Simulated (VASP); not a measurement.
# Te (P3_121) in VASP: a series of runs, part 2 of 2

VASP 6.6.1. Earlier steps stand in the parts before.

**3. Single point, PBEsol**

File INCAR:

```
PREC = Accurate
ENCUT = 300
EDIFF = 1E-6
ISMEAR = 0
SIGMA = 0.01
LREAL = False
LASPH = True
NELM = 80
ALGO = Normal
ISIF = 2
LWAVE = False
LCHARG = True
GGA = PS
LELF = True
LVHAR = True
```

File KPOINTS:

```
Automatic mesh
0
Gamma
  9 9 6
```

File POSCAR:

```
Te
1.0
    4.4572000000      0.0000000000      0.0000000000
   -2.2286000000      3.8600484297      0.0000000000
    0.0000000000      0.0000000000      5.9290000000
Te
3
Direct
    0.2633000000      0.0000000000      0.3333333333
    0.0000000000      0.2633000000      0.6666666667
    0.7367000000      0.7367000000      0.0000000000
```

Potentials or basis: VASP PAW PBE potentials, release 64 (Te).

Run with:

```
$ cat potpaw_PBE.64/Te/POTCAR > POTCAR
$ mpirun -np 1 vasp_std > vasp.out
```

OUTCAR:

```text
PREC = Accurate
   ENCUT = 300
   EDIFF = 1E-6
   ISMEAR = 0
   LREAL = False
   LASPH = True
   NELM = 80
   ISIF = 2
   GGA = PS

 ion  position               nearest neighbor table
   1  0.263  0.000  0.333-   3 2.84   2 2.84   3 3.49   3 3.49   2 3.49   2 3.49
   2  0.000  0.263  0.667-   3 2.84   1 2.84   3 3.49   3 3.49   1 3.49   1 3.49
   3  0.737  0.737  0.000-   2 2.84   1 2.84   1 3.49   2 3.49   2 3.49   1 3.49

  LATTYP: Found a hexagonal cell.
 ALAT       =     4.4572000000
 C/A-ratio  =     1.3302073050

  Lattice vectors:

 A1 = (   4.4572000000,   0.0000000000,   0.0000000000)
 A2 = (  -2.2286000000,   3.8600484297,   0.0000000000)
 A3 = (   0.0000000000,   0.0000000000,   5.9290000000)

Analysis of symmetry for initial positions (statically):
=====================================================================
 Subroutine PRICEL returns:
 Original cell was already a primitive cell.

 Routine SETGRP: Setting up the symmetry group for a
 hexagonal supercell.

 Subroutine GETGRP returns: Found  6 space group operations
 (whereof  2 operations were pure point group operations)
[... 184 lines left out ...]
      6       2.9828      2.00000
      7       4.1212      2.00000
      8       4.1212      2.00000
      9       5.0443      2.00000
     10       6.8020      0.00000
     11       6.8020      0.00000
     12       7.4332      0.00000
     13      10.6424      0.00000
[... 354 lines left out ...]
  band No.  band energies     occupation
      1      -7.2738      2.00000
      2      -5.3633      2.00000
      3      -3.9297      2.00000
      4       0.9629      2.00000
      5       1.4677      2.00000
      6       2.4876      2.00000
      7       3.8350      2.00000
      8       4.5975      2.00000
      9       5.1570      2.00000
     10       6.6573      0.00000
     11       7.2905      0.00000
     12       7.6614      0.00000
     13       9.5295      0.00000

 [... further k-points ...]

------------------------ aborting loop because EDIFF is reached ----------------------------------------

  FORCE on cell =-STRESS in cart. coord.  units (eV):
  Direction    XX          YY          ZZ          XY          YZ          ZX
  --------------------------------------------------------------------------------------
  -------------------------------------------------------------------------------------
  Total       -0.2978598     -0.2978598     -0.0185767      0.0000000      0.0000000     -0.0000000
  in kB       -4.6782786     -4.6782786     -0.2917721      0.0000000      0.0000000     -0.0000000
  external PRESSURE =      -3.2161098 kB  Pullay stress =       0.0000000 kB

 VOLUME and BASIS-vectors are now :
 -----------------------------------------------------------------------------
  energy-cutoff  :      300.00
  volume of cell :      102.01
      direct lattice vectors                 reciprocal lattice vectors
     4.457200000  0.000000000  0.000000000     0.224356098  0.129532054  0.000000000
    -2.228600000  3.860048430  0.000000000     0.000000000  0.259064107  0.000000000
     0.000000000  0.000000000  5.929000000     0.000000000  0.000000000  0.168662506

 POSITION                                       TOTAL-FORCE (eV/Angst)
 -----------------------------------------------------------------------------------
      1.17358      0.00000      1.97633         0.283123     -0.000000      0.000000
     -0.58679      1.01635      3.95267        -0.141561      0.245191     -0.000000
      1.64181      2.84370      0.00000        -0.141561     -0.245191     -0.000000
 -----------------------------------------------------------------------------------
    total drift:                               -0.000000     -0.000000      0.000000

  FREE ENERGIE OF THE ION-ELECTRON SYSTEM (eV)
  ---------------------------------------------------
  free  energy   TOTEN  =       -10.5305015338 eV

  energy  without entropy=      -10.5305015338  energy(sigma->0) =      -10.53050153
```

It took 26 s on 1 thread of Intel Xeon Platinum 8375C at 2.90GHz (Ice Lake), shared host; peak memory 0.18 GiB.

Results:

```
Free energy            : -10.5305 eV
Pressure               : -0.3 GPa
Largest force          : 0.283 eV/Å
Band gap on the k mesh : 0.12 eV, direct
```

Forces on the atoms (eV/Å):
```
Te   0.283  0.000  0.000
Te  -0.142  0.245  0.000
Te  -0.142 -0.245  0.000
```

Caveat: the PAW data sets were made with another functional, which shifts forces and pressure a little; spin-orbit coupling is left out, which moves the levels of the heavy elements; an odd mesh through Γ misses points on the zone boundary, where band edges often lie.

**4. Single point, HSE06**

POSCAR is that of step 3.

File INCAR.step1:

```
PREC = Accurate ; ENCUT = 300
EDIFF = 1E-5 ; ISMEAR = 0
SIGMA = 0.01 ; LREAL = F
LASPH = T ; NELM = 80
ALGO = Normal ; ISIF = 2
LWAVE = T ; NBANDS = 16
GGA = PE
```

File INCAR.step2:

```
PREC = Accurate ; ENCUT = 300
EDIFF = 1E-7 ; ISMEAR = 0
SIGMA = 0.01 ; LREAL = F
LASPH = T ; NELM = 80
ALGO = Normal ; ISIF = 2
LWAVE = F ; LCHARG = T
GGA = PE ; LHFCALC = T
HFSCREEN = 0.2 ; PRECFOCK = Fast
LELF = T ; LVHAR = T
NBANDS = 16 ; ISTART = 1
```

File KPOINTS:

```
regular mesh
0
Gamma
  6 6 4
```

Run with:

```
$ cat potpaw_PBE.64/Te/POTCAR > POTCAR
$ cp INCAR.step1 INCAR
$ mpirun -np 1 vasp_std > vasp.out
$ cp INCAR.step2 INCAR
$ mpirun -np 1 vasp_std > vasp.out
```

Run time: 11 min. Hardware: 1 thread of Intel Xeon 6975P-C (Granite Rapids), shared host; peak memory 0.27 GiB.

It converged, with:

* Free energy: -11.9154 eV
* Pressure: -0.2 GPa
* Largest force: 0.160 eV/Å
* Band gap on the k mesh: 0.60 eV, direct

Forces in eV/Å, atoms in the order of the input:
```
Te  -0.160  0.000  0.000
Te   0.080 -0.139  0.000
Te   0.080  0.139  0.000
```

Stress tensor (GPa, compression positive):
```
 0.12  0.00  0.00
 0.00  0.12  0.00
 0.00  0.00 -0.83
```

Levels at points of the mesh, in eV from the valence-band top:
| k point | band 5 | band 6 | band 7 | band 8 | band 9 | band 10 | band 11 | band 12 | band 13 | band 14 |
| --- | --- | --- | --- | --- | --- | --- | --- | --- | --- | --- |
| (0.00, 0.00, 0.00) | -2.98 | -2.98 | -1.86 | -1.86 | -0.88 | 1.57 | 1.57 | 2.30 | 5.62 | 5.62 |
| (0.50, 0.00, 0.00) | -4.83 | -3.91 | -3.83 | -1.21 | -0.95 | 1.42 | 1.56 | 3.61 | 4.56 | 8.16 |
| (0.00, 0.00, 0.50) | -2.90 | -2.90 | -1.56 | -1.21 | -1.21 | 1.01 | 1.11 | 1.11 | 4.67 | 6.02 |
| (0.50, 0.00, 0.50) | -4.06 | -3.98 | -2.61 | -2.26 | -0.21 | 1.26 | 2.54 | 3.21 | 5.27 | 6.07 |

Caveat: the PAW data sets were made with another functional, which shifts forces and pressure a little; spin-orbit coupling is left out, which moves the levels of the heavy elements.

**5. The runs side by side**

```tsv
level	k mesh	grid for exact exchange (PRECFOCK)	screening parameter	gap on the mesh (eV)	pressure (GPa)	largest force (eV/Å)
PBE	9 × 9 × 6	-	-	0.16	2.0	0.32
PBEsol	9 × 9 × 6	-	-	0.12	-0.3	0.28
HSE06	6 × 6 × 4	Fast	0.2 1/A	0.60	-0.2	0.16
```

Alike in all rows: task single point; potentials or basis VASP PAW PBE potentials, release 64 (Te); no spin polarisation; cell as given; cutoff (eV) 300; smearing gaussian 0.01 eV.

On the cell as given the gap runs from 0.12 eV (PBEsol) to 0.60 eV (HSE06); the meshes differ, which moves gaps too. The pressure there spans -0.3 GPa (PBEsol) to 2.0 GPa (PBE); a positive pressure means that this level wants a larger cell, a negative one a smaller.

Caveats: spin-orbit coupling is left out, which moves the levels of the heavy elements; an odd mesh through Γ misses points on the zone boundary, where band edges often lie (some runs); the PAW data sets were made with another functional, which shifts forces and pressure a little (some runs).

Total energies depend on the potentials used, so only differences within one code and one set of settings carry meaning.
